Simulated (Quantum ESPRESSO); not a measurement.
# CoPtO2 (R-3m) in Quantum ESPRESSO: reference runs

Aim: a first look at CoPtO2 with PBEsol, on the cell as given.

All numbers are computed with Quantum ESPRESSO 7.5; they aren't measurements. Logs are shortened: lines on timing, memory, paths and dates and some standing lists are left out, and cuts for length are marked.

### Step 1. The crystal as given

Symmetry: R-3m, No. 166, trigonal system. Conventional cell: a = 2.825 Å, b = 2.825 Å, c = 17.818 Å, α = 90.00°, β = 90.00°, γ = 120.00°. Pt (site symmetry -3m) is surrounded by 2 O at 2.00 Å. Around Co (site symmetry -3m) lie 6 O at 1.90 Å. O (site symmetry 3m) is surrounded by 3 Co at 1.90 Å and 1 Pt at 2.00 Å.

The cell is a database's computed one.

### Step 2. Single point, PBEsol, collinear spin, ferromagnetic start

Input file pw.in:

```
&CONTROL
  calculation = 'scf'
  prefix = 'pwscf'
  outdir = './tmp'
  pseudo_dir = './pseudo'
  tprnfor = .true.
  tstress = .true.
  disk_io = 'low'
/
&SYSTEM
  ibrav = 0
  celldm(1) = 8
  nat = 4
  ntyp = 3
  ecutwfc = 56
  ecutrho = 448
  nbnd = 34
  occupations = 'smearing'
  smearing = 'fd'
  degauss = 0.00367493
  nspin = 2
  starting_magnetization(1) = 0
  starting_magnetization(2) = 0.1176
  starting_magnetization(3) = 0
/
&ELECTRONS
  conv_thr = 8d-10
  electron_maxstep = 120
  mixing_beta = 0.3
/
ATOMIC_SPECIES
Pt   195.0840 pt_pbesol_v1.4.uspp.F.UPF
Co    58.9332 co_pbesol_v1.2.uspp.F.UPF
O     15.9990 o_pbesol_v1.2.uspp.F.UPF
CELL_PARAMETERS alat
  0.3336004197181   0.1926042921209   1.4029773455439
 -0.3336004197181   0.1926042921209   1.4029773455439
  0.0000000000000  -0.3852085842419   1.4029773455439
ATOMIC_POSITIONS crystal
Pt     0.0000000000    0.0000000000    0.0000000000
Co     0.5000000000    0.5000000000    0.5000000000
O      0.1122440300    0.1122440300    0.1122440300
O      0.8877559700    0.8877559700    0.8877559700
K_POINTS automatic
11 11 11 0 0 0
```

Input file pp_density.in:

```
&INPUTPP
  prefix = 'pwscf'
  outdir = './tmp'
  filplot = 'density.dat'
  plot_num = 0
/
&PLOT
  nfile = 1
  filepp(1) = 'density.dat'
  iflag = 3
  output_format = 6
  fileout = 'density.cube'
/
```

Input file pp_potential.in:

```
&INPUTPP
  prefix = 'pwscf'
  outdir = './tmp'
  filplot = 'potential.dat'
  plot_num = 11
/
&PLOT
  nfile = 1
  filepp(1) = 'potential.dat'
  iflag = 3
  output_format = 6
  fileout = 'potential.cube'
/
```

Input file pp_spin.in:

```
&INPUTPP
  prefix = 'pwscf'
  outdir = './tmp'
  filplot = 'spin.dat'
  plot_num = 6
/
&PLOT
  nfile = 1
  filepp(1) = 'spin.dat'
  iflag = 3
  output_format = 6
  fileout = 'spin.cube'
/
```

Potentials or basis: GBRV 1.5 PBEsol.

Launch:

```
> OMP_NUM_THREADS=1 mpirun -n 2 pw.x -nk 2 -in pw.in > pw.out
> OMP_NUM_THREADS=1 mpirun -n 1 pp.x -in pp_density.in > pp_density.out
> OMP_NUM_THREADS=1 mpirun -n 1 pp.x -in pp_potential.in > pp_potential.out
> OMP_NUM_THREADS=1 mpirun -n 1 pp.x -in pp_spin.in > pp_spin.out
```

pw.out:

```text
This program is part of the open-source Quantum ESPRESSO suite
     for quantum simulation of materials; please cite
[... 13 lines left out ...]
     --------------------
     sticks:   dense  smooth     PW     G-vecs:    dense   smooth      PW
     Sum        2141    1073    373                44229    15653    3139

     Using Slab Decomposition

     bravais-lattice index     =            0
     lattice parameter (alat)  =       8.0000  a.u.
     unit-cell volume          =     276.9264 (a.u.)^3
     number of atoms/cell      =            4
     number of atomic types    =            3
     number of electrons       =        45.00
     number of Kohn-Sham states=           34
     kinetic-energy cutoff     =      56.0000  Ry
     charge density cutoff     =     448.0000  Ry
     scf convergence threshold =      8.0E-10
     mixing beta               =       0.3000
     number of iterations used =            8  plain     mixing
     Exchange-correlation= SLA  PW   PSX  PSC
                           (   1   4  10   8   0   0   0)

     celldm(1)=   8.000000  celldm(2)=   0.000000  celldm(3)=   0.000000
     celldm(4)=   0.000000  celldm(5)=   0.000000  celldm(6)=   0.000000

     crystal axes: (cart. coord. in units of alat)
               a(1) = (   0.333600   0.192604   1.402977 )
               a(2) = (  -0.333600   0.192604   1.402977 )
               a(3) = (   0.000000  -0.385209   1.402977 )

     reciprocal axes: (cart. coord. in units 2 pi/alat)
               b(1) = (  1.498799  0.865332  0.237590 )
               b(2) = ( -1.498799  0.865332  0.237590 )
               b(3) = (  0.000000 -1.730664  0.237590 )

     PseudoPot. # 1 for Pt read from file:
     pt_pbesol_v1.4.uspp.F.UPF
     Pseudo is Ultrasoft + core correction, Zval = 16.0
     Generated by new atomic code, or converted to UPF format
     Using radial grid of  985 points,  6 beta functions with:
                l(1) =   0
                l(2) =   0
                l(3) =   1
                l(4) =   1
                l(5) =   2
                l(6) =   2
     Q(r) pseudized with  8 coefficients,  rinner =    1.300   1.300   1.300
                                                       1.300   1.300

     PseudoPot. # 2 for Co read from file:
     co_pbesol_v1.2.uspp.F.UPF
     Pseudo is Ultrasoft + core correction, Zval = 17.0
     Generated by new atomic code, or converted to UPF format
     Using radial grid of  863 points,  6 beta functions with:
                l(1) =   0
                l(2) =   0
                l(3) =   1
                l(4) =   1
                l(5) =   2
                l(6) =   2
     Q(r) pseudized with  8 coefficients,  rinner =    1.200   1.200   1.200
                                                       1.200   1.200

     PseudoPot. # 3 for O  read from file:
     o_pbesol_v1.2.uspp.F.UPF
     Pseudo is Ultrasoft + core correction, Zval =  6.0
     Generated by new atomic code, or converted to UPF format
     Using radial grid of  737 points,  5 beta functions with:
                l(1) =   0
                l(2) =   0
                l(3) =   1
                l(4) =   1
                l(5) =   2
     Q(r) pseudized with  8 coefficients,  rinner =    0.900   0.900   0.900
                                                       0.900   0.900

     atomic species   valence    mass     pseudopotential
     Pt               16.00   195.08400     Pt( 1.00)
     Co               17.00    58.93320     Co( 1.00)
     O                 6.00    15.99900     O ( 1.00)

     Starting magnetic structure
     atomic species   magnetization
     Pt              0.000
     Co              0.118
     O               0.000

     12 Sym. Ops., with inversion, found

   Cartesian axes

     site n.     atom                  positions (alat units)
         1        Pt     tau(   1) = (   0.0000000   0.0000000   0.0000000  )
         2        Co     tau(   2) = (   0.0000000  -0.0000000   2.1044660  )
         3        O      tau(   3) = (   0.0000000  -0.0000000   0.4724275  )
         4        O      tau(   4) = (  -0.0000000  -0.0000000   3.7365045  )

     number of k points=   146  Fermi-Dirac smearing, width (Ry)=  0.0037

     Number of k-points >= 100: set verbosity='high' to print them.

     Dense  grid:    44229 G-vectors     FFT dimensions: (  80,  80,  80)

     Smooth grid:    15653 G-vectors     FFT dimensions: (  60,  60,  60)

     Check: negative core charge=   -0.000012
     Generating pointlists ...
     new r_m :   0.1949 (alat units)  1.5590 (a.u.) for type    1
     new r_m :   0.1849 (alat units)  1.4790 (a.u.) for type    2
     new r_m :   0.1849 (alat units)  1.4790 (a.u.) for type    3

     Initial potential from superposition of free atoms

     starting charge      43.5000, renormalised to      45.0000

     negative rho (up, down):  9.414E-02 9.414E-02
     Starting wfcs are   33 randomized atomic wfcs +    1 random wfcs

     Self-consistent Calculation

     iteration #  1     ecut=    56.00 Ry     beta= 0.30
     Davidson diagonalization with overlap
     ethr =  1.00E-02,  avg # of iterations =  5.0

     negative rho (up, down):  8.887E-02 8.908E-02

     total energy              =    -571.95955026 Ry
     estimated scf accuracy    <       5.52968833 Ry

     total magnetization       =     1.14 Bohr mag/cell
     absolute magnetization    =     1.46 Bohr mag/cell

     iteration #  2     ecut=    56.00 Ry     beta= 0.30
     Davidson diagonalization with overlap
     ethr =  1.00E-02,  avg # of iterations =  2.1

     negative rho (up, down):  8.911E-02 8.929E-02

     total energy              =    -572.95648532 Ry
     estimated scf accuracy    <       1.27339404 Ry

     total magnetization       =     0.97 Bohr mag/cell
     absolute magnetization    =     1.12 Bohr mag/cell

     iteration #  3     ecut=    56.00 Ry     beta= 0.30
     Davidson diagonalization with overlap
     ethr =  2.83E-03,  avg # of iterations =  1.5

     negative rho (up, down):  8.855E-02 8.878E-02
[... 136 lines left out ...]
     total magnetization       =     0.00 Bohr mag/cell
     absolute magnetization    =     0.00 Bohr mag/cell

     iteration # 15     ecut=    56.00 Ry     beta= 0.30
     Davidson diagonalization with overlap
     ethr =  3.52E-11,  avg # of iterations =  1.1

     negative rho (up, down):  8.715E-02 8.715E-02

     total energy              =    -573.26159631 Ry
     estimated scf accuracy    <          1.3E-09 Ry

     total magnetization       =    -0.00 Bohr mag/cell
     absolute magnetization    =     0.00 Bohr mag/cell

     iteration # 16     ecut=    56.00 Ry     beta= 0.30
     Davidson diagonalization with overlap
     ethr =  2.99E-12,  avg # of iterations =  2.3

     negative rho (up, down):  8.715E-02 8.715E-02

     Magnetic moment per site  (integrated on atomic sphere of radius R)
     atom   1 (R=0.195)  charge= 10.8767  magn=  0.0000
     atom   2 (R=0.185)  charge= 14.1045  magn= -0.0000
     atom   3 (R=0.185)  charge=  5.2491  magn= -0.0000
     atom   4 (R=0.185)  charge=  5.2491  magn= -0.0000

     End of self-consistent calculation

     Number of k-points >= 100: set verbosity='high' to print the bands.

     the Fermi energy is    16.1051 ev

!    total energy              =    -573.26159631 Ry
     estimated scf accuracy    <          1.5E-10 Ry
     smearing contrib. (-TS)   =      -0.00026582 Ry
     internal energy E=F+TS    =    -573.26133049 Ry

     The total energy is F=E-TS. E is the sum of the following terms:
     one-electron contribution =    -251.78145981 Ry
     hartree contribution      =     157.03484684 Ry
     xc contribution           =    -103.31450790 Ry
     ewald contribution        =    -375.20020961 Ry

     total magnetization       =     0.00 Bohr mag/cell
     absolute magnetization    =     0.00 Bohr mag/cell

     convergence has been achieved in  16 iterations

     negative rho (up, down):  8.715E-02 8.715E-02

     Forces acting on atoms (cartesian axes, Ry/au):

     atom    1 type  1   force =     0.00000000    0.00000000    0.00000000
     atom    2 type  2   force =     0.00000000    0.00000000    0.00000000
     atom    3 type  3   force =     0.00000000    0.00000000    0.00030434
     atom    4 type  3   force =    -0.00000000    0.00000000   -0.00030434

     Total force =     0.000430     Total SCF correction =     0.000024

     Computing stress (Cartesian axis) and pressure

     negative rho (up, down):  8.715E-02 8.715E-02
          total   stress  (Ry/bohr**3)                   (kbar)     P=      -48.25
  -0.00028254   0.00000000   0.00000000          -41.56        0.00        0.00
  -0.00000000  -0.00028254  -0.00000000           -0.00      -41.56       -0.00
  -0.00000000  -0.00000000  -0.00041897           -0.00       -0.00      -61.63

=------------------------------------------------------------------------------=
   JOB DONE.
=------------------------------------------------------------------------------=
```

Wall time 13 min (2 MPI ranks of Arm Neoverse V2, shared host); peak memory 0.76 GiB.

Results:

| Property | Result |
| --- | --- |
| Free energy | -7799.6214 eV |
| Pressure | -4.8 GPa |
| Largest force | 0.008 eV/Å |
| Band gap on the k mesh | none (metal or under the smearing width) |
| Net moment | 0.00 μB per cell |
| Absolute moment | 0.00 μB per cell |
| Valence electrons inside the program's atomic spheres | Pt 10.88; Co 14.10; O 5.25 |

Forces on the atoms (eV/Å):
```
Pt   0.000  0.000  0.000
Co   0.000  0.000  0.000
O    0.000  0.000  0.008
O    0.000  0.000 -0.008
```

Stress tensor (GPa, compression positive):
```
-4.16  0.00  0.00
 0.00 -4.16  0.00
 0.00  0.00 -6.16
```

Caveat: the starting moments collapsed, and a magnetic state may lie lower; semilocal functionals often make such compounds metallic where correlation or magnetic order opens a gap, which also shifts bond lengths. With open d or f shells a metallic result of PBEsol can be an artefact of self-interaction; +U or a hybrid may open a gap.
